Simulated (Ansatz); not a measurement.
Energy ranking of Ga₂As₅ structures

The calculation used Ansatz 0.2.0, DFT PBE, scalar-relativistic, plane waves, PAW. Settings: cutoff 420 eV, Γ-centred meshes spaced at most about 0.3 Å⁻¹, and about 0.25 Å⁻¹ or finer for metals (2π included), Gaussian smearing. No spin polarisation.

Formation energies are uncorrected and refer to the elements' standard structures at the same level.

Temperature and zero-point effects are left out. The comparison covers the computed candidates alone. No dispersion correction is applied, so the spacing and binding between layers, chains or molecules are poorly described (P3m1, P-3m1 at 24.4 Å³/atom, R-3m, P-3m1 at 25.1 Å³/atom), and this can change margins and order among such cells. In R-3m an odd number of electrons in the primitive cell allows no gap without spin; a larger cell or a magnetic state could open one. The reference form of As is held partly by dispersion forces, which this level lacks.

Invented guesses were relaxed alike, and ends that match in structure were merged. ΔE counts from the first row. Coordination counts As atoms around Ga (those within 1.25 times the shortest such distance or 1.15 times the sum of covalent radii, 1.27 where that leaves under three; a plus sign parts nearer from farther groups; a slash parts the counts of unlike sites). The ends were matched against large subsets of the Crystallography Open Database and the Materials Project, so a missing match doesn't prove that a structure is unreported.

```json
{"#": "1", "reached from": "a cell proposed by chemical analogy", "type and space group": "P3m1 (No. 156)", "atoms": "14", "Å³/atom": "24.0", "coordination": "Ga 4", "ΔE (meV/atom)": "0", "gap on mesh (eV)": "0.00", "in databases": "no match"}
{"#": "2", "reached from": "a cell proposed by chemical analogy", "type and space group": "P-3m1 (No. 164)", "atoms": "14", "Å³/atom": "24.4", "coordination": "Ga 4", "ΔE (meV/atom)": "57", "gap on mesh (eV)": "0.00", "in databases": "no match"}
{"#": "3", "reached from": "a cell proposed by chemical analogy", "type and space group": "R-3m (No. 166)", "atoms": "7", "Å³/atom": "21.3", "coordination": "Ga 3+3", "ΔE (meV/atom)": "85", "gap on mesh (eV)": "0.00", "in databases": "no match"}
{"#": "4", "reached from": "a cell proposed by chemical analogy", "type and space group": "P-3m1 (No. 164)", "atoms": "14", "Å³/atom": "25.1", "coordination": "Ga 3+1/4", "ΔE (meV/atom)": "106", "gap on mesh (eV)": "0.00", "in databases": "no match"}
```

The lowest: Space group P3m1 (No. 156), trigonal, a = 3.931 Å, c = 25.144 Å. Ga on its first site has 4 As at 2.43–2.52 Å; Ga on its second site is surrounded by 4 As at 2.49–2.52 Å; around Ga on its third site lie 4 As at 2.43–2.55 Å; Ga on its fourth site is surrounded by 4 As at 2.43–2.52 Å; As on its first site has 3 As at 2.60 Å and 3 As at 3.17 Å; 9 more sites not described. Its energy over the elements is −0.09 eV/atom. It lies below the elements, which doesn't yet make it stable against other compounds or structures. An observed structure of this formula, if there is one, may be missing.

```yaml
crystal:
  lattice:
    - [3.93098, 0.00000, 0.00000]
    - [-1.96549, 3.40433, 0.00000]
    - [0.00000, 0.00000, 25.14423]
  atoms:
    - { symbol: Ga, position: [0.00000, 0.00000, 0.88069] }
    - { symbol: Ga, position: [0.33333, 0.66667, 0.74576] }
    - { symbol: Ga, position: [0.33333, 0.66667, 0.14990] }
    - { symbol: Ga, position: [0.66667, 0.33333, 0.01525] }
    - { symbol: As, position: [0.66667, 0.33333, 0.54671] }
    - { symbol: As, position: [0.33333, 0.66667, 0.59750] }
    - { symbol: As, position: [0.33333, 0.66667, 0.84585] }
    - { symbol: As, position: [0.66667, 0.33333, 0.70508] }
    - { symbol: As, position: [0.00000, 0.00000, 0.98084] }
    - { symbol: As, position: [0.66667, 0.33333, 0.11557] }
    - { symbol: As, position: [0.33333, 0.66667, 0.25119] }
    - { symbol: As, position: [0.00000, 0.00000, 0.29857] }
    - { symbol: As, position: [0.33333, 0.66667, 0.40828] }
    - { symbol: As, position: [0.00000, 0.00000, 0.45882] }
```

The second: Space group P-3m1 (No. 164), trigonal, a = 3.958 Å, c = 25.187 Å. Ga on its first site has 3 As at 2.43 Å and 1 As at 2.60 Å; Ga on its second site has 4 As at 2.46–2.59 Å; As on its first site is surrounded by 3 As at 2.61 Å; around As on its second site lie 3 As at 2.61 Å and 3 As at 3.20 Å; 3 more sites not described. Counting As atoms around Ga, the first and the second both have Ga 4. The first and the second both hold As–As nets. Cells relaxed within their symmetry can be saddle points. Some structure types and database cells were kept out of the candidates from the start, so a known form may be missing.
